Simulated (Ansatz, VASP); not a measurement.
# Cross-check of TaO2 (rutile prototype) between VASP and Ansatz

Wanted: the spread between two codes on one cell, functional and k mesh. The cell is invented: As first built, before any earlier steps moved the atoms (in the runner's words): rutile prototype, lattice typed by the model. It may not be a known or stable phase. The two relaxations start from unlike cells of this crystal (the structure described is Ansatz's start), so only their ends are compared.

Calculated with Ansatz 0.2.0; plane waves, with VASP 6.6.1 beside it; relaxation of cell and atoms at PBEsol.

## (1) Set-up

The structure is tetragonal, space group P4_2/mnm (No. 136). The conventional cell has a = 4.710 Å, b = 4.710 Å, c = 3.070 Å, α = 90.00°, β = 90.00°, γ = 90.00°. Nearest to Ta lie 6 O at 2.00 to 2.03 Å. O has 3 Ta at 2.00 to 2.03 Å nearest. As first built, before any earlier steps moved the atoms (in the runner's words): rutile prototype, lattice typed by the model. Farther neighbours and most contacts between anions are not listed.

## (2) Ansatz: relaxation of cell and atoms, PBEsol

Ansatz runs on its default PAW (the set named soft_2) files.

The relaxed volume is the usual yardstick between codes: in a stiff, nearly cubic crystal its relative difference is about their pressure difference at one cell divided by the bulk modulus.

Input file input.yaml:

```yaml
crystal:
  lattice:
    - [4.71, 0.0, 0.0]
    - [0.0, 4.71, 0.0]
    - [0.0, 0.0, 3.07]
  atoms:
    - { symbol: Ta, position: [0.0, 0.0, 0.0], spin: 1.0 }
    - { symbol: Ta, position: [0.5, 0.5, 0.5], spin: 1.0 }
    - { symbol: O, position: [0.3, 0.3, 0.0] }
    - { symbol: O, position: [0.7, 0.7, 0.0] }
    - { symbol: O, position: [0.2, 0.8, 0.5] }
    - { symbol: O, position: [0.8, 0.2, 0.5] }
magnetization:
  spin_polarized: true
kpoints:
  mp_grid: { grid: [5, 5, 7] }
hamiltonian:
  xc: pbesol
scf:
  occupations: { method: fermi_dirac, width: 0.05 }
output: {}
relax:
  cell: {}
  max_steps: 40
```

The run is started by

```
$ ansatz run input.yaml --threads 8 --pin off --max-ram 14336MiB --backend cpu --events-out ev --progress --plain --runs-dir out
```

Numbers of over 12 decimals in the logs are rounded to 6 here.

Log:

```text
Engine: ansatz 0.2.0, aarch64-unknown-linux-gnu
Pseudopotentials: kind: paw
Pseudopotential: Ta, paw, valence charge 13, recommended cutoff 420 eV (normal), Ta.paw.azcp
Pseudopotential: O, paw, valence charge 6, recommended cutoff 420 eV (normal), O.paw.azcp
Functional definition: PBEsol
  exchange = pbesol_x
  correlation = pbesol_c
Crystal: 6 atoms, lattice volume = 68.105 Å³
Basis set: ecut = 420 eV, 1315 PW (Γ), exchange–correlation on 64×64×48 points (8 copies of the dense FFT grid, shifted against one another)
Bands: 32, of which v1, the nominal top of the filled ones, is band 25 counted from 1 (24 counted from 0)
Symmetry: 16 space group operations
Space group: P42/mnm (ITA 136), of the structure as read, at distance tolerance 4.1e-5 Å
Magnetic group: BNS 136.495 (UNI 1155), of the structure as read, at distance tolerance 4.1e-5 Å
k-points: 24 of 175
Non-local potential: Ta, projectors of the file, l = 0: 3, l = 1: 2, l = 2: 2, l = 3: 1
Non-local potential: O, projectors of the file, l = 0: 2, l = 1: 2, l = 2: 1
PAW form: soft (Blöchl's): semilocal exchange-correlation on the pseudo side does not see the compensation charge
PAW frozen core: Ta, regenerated for the run's functional, and the local potential with it (the file was generated under x = pbe(κ = 0.804, μ = 0.219515), c = pbe(β = 0.066725))
PAW frozen core: O, regenerated for the run's functional, and the local potential with it (the file was generated under x = pbe(κ = 0.804, μ = 0.219515), c = pbe(β = 0.066725))
PAW one-centre angular grid: Ta, 590 points (default); XC on 64 Gauss nodes
PAW one-centre angular grid: O, 110 points (default); XC on 64 Gauss nodes
Initial density: superposition of atomic densities (chi_scale 0.1, normalization cell, long waves kept (reshape's long-wave potential 0.00 eV rms))
Starting moments: Σ|m| = 2 μB on 2 of 6 sites
Initial wavefunctions: pseudopotential atomic-orbital guess
Functional: x = pbesol(κ = 0.804, μ = 0.123457), c = pbesol(β = 0.046)
SCF iter   1: F=—  HF=-21861.981065 eV  |F-HF|=—  |Δ(HF+E_count)|=         —  Δρ=3.02e-2 (↑2.61e-2 ↓3.02e-2)  dr2=1.57e0  dr2_m=4.93e-2  M=1.279 μB ∫|m|=1.375 μB  β_m=0.30  ethr=3.10e-3  ⟨swp⟩=6.0  Hψ=6497  notcnv=0
Mixer restart at iter 1: flushing history
preconditioner: auto → Kerker (q_TF=auto, 2.591 Å⁻¹)  [metal: Δε(μ)=0.065 eV  Ē_g=12.210 eV  σ=0.050 eV  W_gap=0.29  n_scr=18 (ndim 8)  ℏωp=26.2 eV  f_vac=0.000  D(μ)=2.72/eV (n_scr^D=22)]
spin=Collinear: Kerker preconditioning applied to the charge; magnetization (m = ρ↑ − ρ↓) channel mixes plain (no charge-response kernel on spin).
SCF iter   2: F=—  HF=-21861.808465 eV  |F-HF|=—  |Δ(HF+E_count)|=   1.73e-1  Δρ=2.32e-2 (↑1.99e-2 ↓2.32e-2)  dr2=9.48e-1  dr2_m=2.83e-2  M=1.211 μB ∫|m|=1.302 μB  β_m=0.65  ethr=3.10e-3  ⟨swp⟩=1.0  Hψ=1920  notcnv=0
SCF iter   3: F=—  HF=-21861.600068 eV  |F-HF|=—  |Δ(HF+E_count)|=   2.08e-1  Δρ=5.42e-3 (↑4.78e-3 ↓5.42e-3)  dr2=8.32e-2  dr2_m=4.16e-3  M=0.941 μB ∫|m|=1.005 μB  β_m=0.67  ethr=1.90e-3  ⟨swp⟩=2.6  Hψ=2783  notcnv=0  defer=22
SCF iter   4: F=—  HF=-21861.619567 eV  |F-HF|=—  |Δ(HF+E_count)|=         —  Δρ=5.85e-3 (↑5.10e-3 ↓5.85e-3)  dr2=1.45e-2  dr2_m=1.62e-2  M=0.579 μB ∫|m|=0.629 μB  β_m=0.67  ethr=1.66e-4  ⟨swp⟩=2.5  Hψ=2765  notcnv=0  defer=24
Mixer restart at iter 4: flushing history
SCF iter   5: F=—  HF=-21861.627661 eV  |F-HF|=—  |Δ(HF+E_count)|=   8.09e-3  Δρ=3.77e-3 (↑3.31e-3 ↓3.77e-3)  dr2=6.44e-3  dr2_m=6.96e-3  M=0.462 μB ∫|m|=0.497 μB  β_m=0.71  ethr=2.89e-5  ⟨swp⟩=2.5  Hψ=2468  notcnv=0  defer=24
SCF iter   6: F=—  HF=-21861.634217 eV  |F-HF|=—  |Δ(HF+E_count)|=   6.56e-3  Δρ=1.31e-3 (↑1.08e-3 ↓1.31e-3)  dr2=6.26e-4  dr2_m=7.90e-4  M=0.246 μB ∫|m|=0.258 μB  β_m=0.92  ethr=1.29e-5  ⟨swp⟩=2.0  Hψ=3000  notcnv=0  defer=24
SCF iter   7: F=—  HF=-21861.635278 eV  |F-HF|=—  |Δ(HF+E_count)|=   1.06e-3  Δρ=5.79e-4 (↑5.79e-4 ↓5.26e-4)  dr2=9.31e-5  dr2_m=1.54e-4  M=0.121 μB ∫|m|=0.125 μB  β_m=0.95  ethr=1.25e-6  ⟨swp⟩=2.0  Hψ=2797  notcnv=0  defer=22
SCF iter   8: F=—  HF=-21861.635423 eV  |F-HF|=—  |Δ(HF+E_count)|=   1.45e-4  Δρ=2.80e-4 (↑2.76e-4 ↓2.80e-4)  dr2=3.65e-5  dr2_m=4.14e-5  M=0.063 μB ∫|m|=0.064 μB  β_m=0.97  ethr=1.86e-7  ⟨swp⟩=2.0  Hψ=2844  notcnv=0  defer=22
SCF iter   9: F=—  HF=-21861.635517 eV  |F-HF|=—  |Δ(HF+E_count)|=   9.39e-5  Δρ=1.06e-4 (↑1.06e-4 ↓7.16e-5)  dr2=1.06e-5  dr2_m=3.54e-6  M=0.021 μB ∫|m|=0.022 μB  β_m=0.99  ethr=7.30e-8  ⟨swp⟩=2.0  Hψ=2790  notcnv=0  defer=22
SCF iter  10: F=—  HF=-21861.635526 eV  |F-HF|=—  |Δ(HF+E_count)|=   8.52e-6  Δρ=2.45e-5 (↑1.95e-5 ↓2.45e-5)  dr2=9.34e-7  dr2_m=1.28e-7  M=0.003 μB ∫|m|=0.004 μB  β_m=0.99  ethr=2.12e-8  ⟨swp⟩=2.0  Hψ=2769  notcnv=0  defer=22
[...]
SCF iter   2: F=—  HF=-21862.078903 eV  |F-HF|=—  |Δ(HF+E_count)|=   5.75e-5  Δρ=2.11e-4 (↑1.63e-4 ↓2.11e-4)  dr2=6.64e-5  dr2_m=1.17e-6  M=-0.000 μB ∫|m|=0.001 μB  β_m=0.53  ethr=5.86e-7  ⟨swp⟩=2.0  Hψ=2289  notcnv=0
SCF iter   3: F=—  HF=-21862.078929 eV  |F-HF|=—  |Δ(HF+E_count)|=   2.57e-5  Δρ=1.04e-4 (↑7.41e-5 ↓1.04e-4)  dr2=1.67e-5  dr2_m=3.54e-7  M=-0.000 μB ∫|m|=0.001 μB  β_m=0.75  ethr=1.33e-7  ⟨swp⟩=2.2  Hψ=2257  notcnv=0
SCF iter   4: F=—  HF=-21862.078935 eV  |F-HF|=—  |Δ(HF+E_count)|=   6.31e-6  Δρ=1.48e-5 (↑1.28e-5 ↓1.48e-5)  dr2=5.31e-7  dr2_m=5.55e-9  M=-0.000 μB ∫|m|=0.000 μB  β_m=0.87  ethr=3.35e-8  ⟨swp⟩=2.0  Hψ=2556  notcnv=0
SCF iter   5: F=-21862.078935 eV  HF=-21862.078935 eV  |F-HF|=3.50e-8  |Δ(HF+E_count)|=   4.79e-8  Δρ=5.46e-6 (↑5.46e-6 ↓4.87e-6)  dr2=7.40e-8  dr2_m=9.91e-11  M=-0.000 μB ∫|m|=0.000 μB  ethr=1.06e-9  ⟨swp⟩=2.2  Hψ=5101  notcnv=0
the starting moments were not kept: the SCF closed with an absolute magnetisation of 1.4e-5 μB, where they sum to 2 μB in size (2 sites). That is at most 0.1 of that sum. Measured as dr2_m measures the in/out step, that magnetisation stands 2.2e-11 eV from none, at or under the dr2_threshold of 6.0e-7 eV: it is no larger than a step whose dr2_m would equal this threshold.
SCF 9 converged in 5 iterations: F = -21862.078935 eV  dr2 = 7.40e-8
relax step   9: F+E_penalty+E_count = -21862.07893484 eV  Δ(F+E_penalty+E_count) = -6.985e-4 eV  max|allowed force component| = 1.026e-4 eV/Å  Δτ_max = 0.0019 Å  P = +0.063 GPa  Ω = 69.803 Å³  energy of the carried Pulay correction = -6.111e-4 eV  (5 SCF iters, dr2 threshold 6.00e-7 eV, accepted)
[...]
relax step  10: F+E_penalty+E_count = -21862.07886227 eV  Δ(F+E_penalty+E_count) = +7.257e-5 eV  max|allowed force component| = 3.301e-4 eV/Å  Δτ_max = 0.0000 Å  P = -0.005 GPa  Ω = 69.820 Å³  energy of the carried Pulay correction = -6.879e-4 eV  (5 SCF iters, dr2 threshold 1.59e-8 eV, accepted)
[...]
relax step  11: F+E_penalty+E_count = -21862.07942127 eV  Δ(F+E_penalty+E_count) = -5.590e-4 eV  max|allowed force component| = 3.184e-4 eV/Å  Δτ_max = 0.0000 Å  P = -0.001 GPa  Ω = 69.820 Å³  stress off target by 3.25e-2 GPa  SCF on the basis re-selected at this cell (its energy is not comparable with the rows above)  (5 SCF iters)
basis re-selected at this cell: Δ(F+E_penalty+E_count) = -5.590e-4 eV, ΔP = +0.004 GPa vs the last step (what re-selecting the basis moved, of the pressure what is left beyond the Pulay correction that the steps carried, after the strain that the cell walked since its last selection, with what the two solves' SCF thresholds leave and, on support functions, any second-order correction that the steps lacked; it is no m [...]
SCF converged after 5 iterations
Magnetization: 0.0000 μB (25.0000 up, 25.0000 down)
Absolute magnetization: 0.0000 μB (∫|ρ↑−ρ↓|, with the PAW one-centre terms)
Spin contamination: 0.0000 ħ² per cell (⟨S²⟩ above its minimum at these occupations)
Per-site moments (μB) at R_I (Å): [(4.049038423397546e-9, 0.823953), (4.0490384357800045e-9, 0.823953), (-1.5808138649588316e-9, 0.823953), (-1.5808138494361834e-9, 0.823953), (-1.5808138425488907e-9, 0.823953), (-1.5808138514120222e-9, 0.823953)]
Free energy (F): -21862.079421 eV
Harris-Foulkes:  -21862.079421 eV  (|F-HF|=7.28e-12)
Internal energy: -21862.063829 eV  (E = F + TS)
E sigma→0 (E₀):  -21862.071625 eV
Entropy (-TS):   -0.015592 eV (-2.599 meV/atom)
Fermi energy:    13.553803 eV
--- Per-component energies (eV) ---
  E_band       = -334.777840
  E_kinetic    = 1431.957540
  E_local      = -2826.934013  (includes V_loc(G=0)·N_el)
  E_nonlocal   = 227.452608
  E_hartree    = 993.508624
  E_xc         = -724.113099
  E_vxc        = -779.925515  (∫ρ·V_xc dr)
  E_paw        = -17155.590226  (= ΣΔE_a)
  E_vpaw       = -374.355988  (= ΣTr[D̂ρ^β])
  E_aug_tail   = 0.010216  (compensation charges beyond the density's cutoff)
  E_ewald      = -3808.923923
  E_core_change = 0.568445  (= ΣΔE_core)
  E_smearing   = -0.015592  (= −TS)
  E_closure    = -0.000000  (closes the sum)
  Σ components = -21862.079421   (vs F -21862.079421, Δ=0.00e0)
--- Forces (eV/Å), atoms counted from 1 ---
  atom   1  Ta    -0.00000000     0.00000000     0.00000000
  atom   2  Ta    -0.00000000    -0.00000000     0.00000000
  atom   3  O     -0.00031844    -0.00031844    -0.00000000
  atom   4  O      0.00031844     0.00031844     0.00000000
  atom   5  O      0.00031844    -0.00031844     0.00000000
  atom   6  O     -0.00031844     0.00031844    -0.00000000
  max |Σ_I F_I| component: 1.30e-18 eV/Å
--- Stress (GPa, compression-positive) ---
        0.014778      -0.000000       0.000000
       -0.000000       0.014778      -0.000000
        0.000000      -0.000000      -0.032482
  P = ⅓ Tr σ = -0.0010 GPa (-0.010 kbar)
--- Relaxed structure (9 steps of the walk, 9 accepted, 2 SCFs on fresh bases) ---
  F+E_penalty+E_count = -21862.07942127 eV   max|allowed force component| = 3.184e-4 eV/Å   (the final SCF, on the basis selected at the relaxed cell)
  cell:  # Å, volume = 69.8196 Å³
    - [4.965881, 0, 0]
    - [0, 4.965881, 0]
    - [0, 0, 2.831294]
  atoms:
    - { symbol: Ta, position: [7.357737009624396e-19, 2.4373927555102523e-19, 0] }
    - { symbol: Ta, position: [0.5, 0.5, 0.5] }
    - { symbol: O, position: [0.284425, 0.284425, 0] }
    - { symbol: O, position: [0.715575, 0.715575, 0] }
    - { symbol: O, position: [0.215575, 0.784425, 0.5] }
    - { symbol: O, position: [0.784425, 0.215575, 0.5] }
```

Reading the cycles: dr2 is the Hartree energy of the density residual (eV), the measure of convergence; HF is the Harris–Foulkes estimate of the energy, which meets the free energy F at convergence.

[end of part 1 of 2]

[Lines on the potential files, build, host, timing and source positions are cut from VASP's logs without a mark.]

[Logs are printed without paths, hosts, clocks, repeated set-up lines and the standing remarks that a program may print on its own settings, such as how far it seeks lower states.]

[Hosts, paths, dates, database ids (printed as entryN), source tags and the programs' standing remarks are cut or masked in the printed files.]
